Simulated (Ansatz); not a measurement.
Fluorite SrF₂ was calculated with rVV10 (PAW; Ansatz, a first-principles code).

Run with plane-wave cutoff 520 eV, 10×10×10 k mesh, Fermi–Dirac smearing 0.01 eV, scalar-relativistic PAW data made under PBE.

Results at a series of volumes:

```csv
V (Å³/atom),E − E_lowest (meV/atom),P (GPa)
15.443,15.05,5.19
15.772,6.43,3.26
16.100,1.55,1.54
16.429,0.00,0.00
16.758,1.44,-1.38
17.086,5.54,-2.60
17.415,12.03,-3.70
```

**Question.** Estimate the bulk modulus from the pressures at 16.100 and 16.758 Å³/atom, and compare it with a fit to all energies.

**Answer.** B = −V dP/dV. Between V = 16.100 and 16.758 Å³/atom, dP/dV = (-1.38 − (1.54))/(16.758 − 16.100) = -4.44 GPa per Å³/atom; at the midpoint 16.429 Å³/atom this gives B ≈ 72.9 GPa. The third-order Birch–Murnaghan fit gives V0 = 16.429 Å³/atom, B0 = 72.6 GPa, B′ = 4.6, which lies within 1 % of that estimate.

Measured, for comparison: bulk modulus 69 GPa (temperature not stated, not corrected to a static lattice; as tabulated in On the Morphology of Group II Metal Fluoride Nanocrystals at Finite Temperature …). Computed (rounded) less measured: bulk modulus +5 %. A static lattice is as a rule a little smaller and stiffer than an uncorrected measurement, which narrows the difference in the bulk modulus and would widen misses of the other sign.

Computing time: roughly 40 core-seconds.
